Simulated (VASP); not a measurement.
Here is a VASP 6.6.1 calculation.

INCAR

```
PREC     = Accurate       # precision mode
ENCUT    = 520            # plane-wave cutoff, eV
EDIFF    = 1E-7           # SCF threshold, eV
ISMEAR   = -1             # smearing method
SIGMA    = 0.05           # smearing width, eV
LREAL    = False          # projectors in reciprocal space
LASPH    = True           # aspherical terms in the spheres
NELM     = 100            # most SCF steps
ALGO     = Normal         # electronic algorithm
ISIF     = 2              # what is computed and relaxed
LWAVE    = False          # write WAVECAR
LCHARG   = True           # write CHGCAR
GGA      = PE             # functional
LELF     = True           # ELF
LVHAR    = True         
NBANDS   = 18             # bands
```

File KPOINTS:

```
regular mesh
0
Gamma
  7 7 7
```

The input POSCAR:

```
TiAl3
1.0
    3.9556712500      0.0000000000      0.0000000000
    0.0000000000      3.9556712500      0.0000000000
    0.0000000000      0.0000000000      3.9556712500
Ti Al
1 3
Direct
   -0.0002500000     -0.0129780000      0.0046920000
    0.0011090000      0.5074710000      0.5093790000
    0.5091560000     -0.0104980000      0.5058130000
    0.5053880000      0.5059400000     -0.0011050000
```

Potentials or basis: VASP PAW PBE potentials, release 64 (Ti_sv, Al).

Command:

```bash
$ cat potpaw_PBE.64/Ti_sv/POTCAR potpaw_PBE.64/Al/POTCAR > POTCAR
$ mpirun -np 1 vasp_std > vasp.out
```

Question: What does it give for the band gap on the k mesh?

Answer: None (metal or under the smearing width).

Question: What does it give for the pressure?

Answer: 2.4 GPa.

Forces on the atoms (eV/Å):
```
Ti   0.260  0.672  0.080
Al   0.144 -0.559 -0.208
Al  -0.259  0.398 -0.099
Al  -0.144 -0.511  0.227
```
